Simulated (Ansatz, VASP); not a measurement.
Two plane-wave programs on Pd

```
Pd
1.0
    -1.58251    1.58251    1.58251
     1.58251   -1.58251    1.58251
     1.58251    1.58251   -1.58251
Pd
1
Direct
  0.00000 0.00000 0.00000
```

Alike in both runs: task single point; functional PBEsol; k mesh 16 × 16 × 16; occupations fermi-dirac, width 0.05 eV; collinear spin.

|  | VASP | Ansatz |
| --- | --- | --- |
| version | VASP 6.6.1 | Ansatz 0.2.0 |
| potentials or method | VASP PAW PBE potentials, release 64 (Pd) | plane waves (420 eV) with PAW, scalar-relativistic |
| plane-wave cutoff (eV) | 520 | 420 |
| valence electrons in the cell | 10 | 18 |

Ansatz gave:

```
pressure (GPa)           : -12.4
net moment per atom (μB) : 0.00
```

**Question.** Which values does VASP return?

**Answer.** Pressure (GPa): -12.6; net moment per atom (μB): 0.00.

The two sets of potentials don't hold the same shells in valence. Ansatz warned: «pseudo_functional_mismatch».

Caveats: the PAW data sets were made with another functional, which shifts forces and pressure a little (VASP).
